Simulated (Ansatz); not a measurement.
# HfSiO4: the cost of one run

Method: DFT PBE, scalar-relativistic, plane waves, PAW, in Ansatz 0.2.0.

5 further runs of the same task are left out: 5 set aside as unsound or not needed.

### Step 1. The system as given

The cell holds 36 atoms (AsHf5O24Si6): a = 6.645 Å, b = 6.645 Å, c = 10.173 Å, α = 109.06°, β = 109.06°, γ = 90.00°.

The coordinates of this cell stand in the input of its own run.

The host was relaxed before at PBE: a = 6.645 Å, b = 6.645 Å, c = 6.015 Å, α = 90.00°, β = 90.00°, γ = 90.00° (conventional cell), 11.066 Å³/atom.

Places, in fractions of the supercell: As in place of Hf at (0.000, 0.000, 0.000). The start keeps the symmetry of the ideal site.

### Step 2. Band edges of the host over the zone

The input, input.yaml:

```yaml
crystal:
  lattice:
    - [-3.3224525186, 3.3224525186, 3.0074739813]
    - [3.3224525186, -3.3224525186, 3.0074739813]
    - [3.3224525186, 3.3224525186, -3.0074739813]
  atoms:
    - { symbol: Hf, position: [0.0, 0.0, 0.0] }
    - { symbol: Hf, position: [0.75, 0.25, 0.5] }
    - { symbol: Si, position: [0.25, 0.75, 0.5] }
    - { symbol: Si, position: [0.5, 0.5, 0.0] }
    - { symbol: O, position: [0.1347298303, 0.3189388947, 0.8157909356] }
    - { symbol: O, position: [0.0689388947, 0.7531479591, 0.6842090644] }
    - { symbol: O, position: [0.0689388947, 0.3847298303, 0.3157909356] }
    - { symbol: O, position: [0.5031479591, 0.3189388947, 0.1842090644] }
    - { symbol: O, position: [0.6810611053, 0.4968520409, 0.8157909356] }
    - { symbol: O, position: [0.6152701697, 0.9310611053, 0.6842090644] }
    - { symbol: O, position: [0.2468520409, 0.9310611053, 0.3157909356] }
    - { symbol: O, position: [0.6810611053, 0.8652701697, 0.1842090644] }
basis:
  ecutwfc: 420
  xc_grid: 2
kpoints:
  mp_grid: { grid: [6, 6, 6] }
  band_path: { path: [VBM, CBM], npoints: 2 }
hamiltonian:
  xc: pbe
scf:
  occupations: { method: gaussian, width: 0.02 }
output:
  forces: true
  stress: true
  eigenvalues: true
```

Started as:

```
$ ansatz run input.yaml --threads 8 --pin off --max-ram 16384MiB --backend cpu --events-out ev --progress --plain --runs-dir out
```

**Question.** How long does this run take on 8 threads of Arm Neoverse V1, shared host, and how much memory does it need?

About 9.9 s, with a peak of 0.8 GiB.
